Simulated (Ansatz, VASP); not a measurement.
TiAl in VASP and in Ansatz

Contents of INCAR:

```
ALGO     = Normal         # electronic algorithm
EDIFF    = 1E-6           # SCF threshold, eV
ENCUT    = 520            # plane-wave cutoff, eV
GGA      = CA             # functional
ISIF     = 2              # what is computed and relaxed
ISMEAR   = -1             # smearing method
LASPH    = T              # aspherical terms in the spheres
LCHARG   = F              # write CHGCAR
LREAL    = F              # projectors in reciprocal space
LWAVE    = F              # write WAVECAR
NBANDS   = 14             # bands
NELM     = 60             # most SCF steps
PREC     = Accurate       # precision mode
SIGMA    = 0.05           # smearing width, eV
```

File KPOINTS:

```
k-points
0
Gamma
  8 8 8
```

The input POSCAR:

```
TiAl
1.0
    3.1790640000      0.0000000000      0.0000000000
    0.0000000000      3.1790640000      0.0000000000
    0.0000000000      0.0000000000      3.1790640000
Ti Al
1 1
Direct
    0.0000000000      0.0000000000      0.0000000000
    0.5000000000      0.5000000000      0.5000000000
```

The input input.yaml:

```yaml
crystal:
  lattice:
    - [3.179064, 0.0, 0.0]
    - [0.0, 3.179064, 0.0]
    - [0.0, 0.0, 3.179064]
  atoms:
    - { symbol: Ti, position: [0.0, 0.0, 0.0] }
    - { symbol: Al, position: [0.5, 0.5, 0.5] }
kpoints:
  mp_grid: { grid: [8, 8, 8] }
  band_path:
    path:
      - [0.0, 0.0, 0.0]
      - [0.0, 0.5, 0.0]
      - [0.5, 0.5, 0.0]
      - [0.0, 0.0, 0.0]
      - [0.5, 0.5, 0.5]
      - [0.0, 0.5, 0.0]
    npoints: 10
scf:
  occupations: { method: fermi_dirac, width: 0.05 }
hamiltonian:
  xc: lda
  pseudopotentials: { kind: all_electron, lapw: { basis_error: 0.001 } }
output:
  forces: true
  stress: true
  eigenvalues: true
```

Alike in both runs: functional LDA; k mesh 8 × 8 × 8; occupations fermi-dirac, width 0.05 eV; no spin polarisation.

|  | VASP | Ansatz |
| --- | --- | --- |
| version | VASP 6.6.1 | Ansatz 0.2.0 |
| potentials or method | VASP PAW LDA potentials, release 64 (Ti_sv, Al) | all-electron LAPW, scalar-relativistic |
| plane-wave cutoff (eV) | 520 | see its input |
| task | single point | band structure |

|  | VASP | Ansatz | Ansatz less VASP |
| --- | --- | --- | --- |
| gap on the k mesh at the Fermi level (eV) | none | none | - |
| pressure (GPa) | -5.7 | -5.8 | -0.13 |

A gap of «none» marks a metal or a gap that the smearing closes. Ansatz ran all-electron here, so the differences hold the error of VASP's frozen core and of both bases.
